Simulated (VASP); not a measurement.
A run of VASP 6.6.1 is set up as follows.

File INCAR:

```
SYSTEM = KF
PREC = Accurate
ENCUT = 520
EDIFF = 1E-7
ISMEAR = 0
SIGMA = 0.05
LREAL = .False.
LASPH = .True.
NELM = 100
ALGO = Fast
ISIF = 2
LWAVE = .False.
LCHARG = .False.
GGA = CA
NBANDS = 15
```

The input KPOINTS:

```
regular mesh
0
Gamma
  8 8 8
  0 0 0
```

POSCAR

```
KF
1.0
    0.0000000000      2.6066625000      2.5398250000
    2.6066625000      0.0000000000      2.5398250000
    2.6066625000      2.6066625000      0.0000000000
K F
1 1
Direct
    0.0000000000      0.0000000000      0.0000000000
    0.5000000000      0.5000000000      0.5000000000
```

Potentials or basis: VASP PAW LDA potentials, release 64 (K_sv, F).

Launch:

```console
$ cat potpaw_LDA.64/K_sv/POTCAR potpaw_LDA.64/F/POTCAR > POTCAR
$ mpirun -np 1 vasp_std > vasp.out
```

Task: What does it give for the band gap on the k mesh?

Result: 6.28 eV, direct.

Task: What does it give for the pressure?

Result: 0.2 GPa.

Stress tensor (GPa, compression positive):
```
-0.58  0.00  0.00
 0.00 -0.58  0.00
 0.00  0.00  1.64
```

A k mesh can miss the band edges.
